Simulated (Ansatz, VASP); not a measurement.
# Two plane-wave programs on WC3

```
CELL_PARAMETERS angstrom
-1.51437 1.51437 3.76994
1.51437 -1.51437 3.76994
1.51437 1.51437 -3.76994
ATOMIC_POSITIONS crystal
W 0.00000 0.00000 0.00000
C 0.50000 0.50000 0.00000
C 0.25000 0.75000 0.50000
C 0.75000 0.25000 0.50000
```

Alike in both runs: functional PBE; k mesh 22 × 22 × 22; occupations gaussian, width 0.1 eV; no spin polarisation.

Ansatz relaxed the structure, and its values are those at the end. VASP's run is a single point on that final structure, the one shown.

```csv
,VASP,Ansatz
version,VASP 6.6.1,Ansatz 0.2.0
potentials or method,"VASP PAW PBE potentials, release 64 (W_sv, C)","scalar-relativistic, plane waves, PAW"
plane-wave cutoff (eV),520,420
valence electrons in the cell,26,26
```

|  | VASP | Ansatz | Ansatz less VASP |
| --- | --- | --- | --- |
| gap on the k mesh at the Fermi level (eV) | none | none | - |
| pressure (GPa) | 0.7 | 0.0 | -0.74 |

A gap of «none» marks a metal or a gap that the smearing closes. The functional is the same, so the differences come from potentials, cutoffs and numerics.

Spin-orbit coupling is left out, which matters for the levels of W.
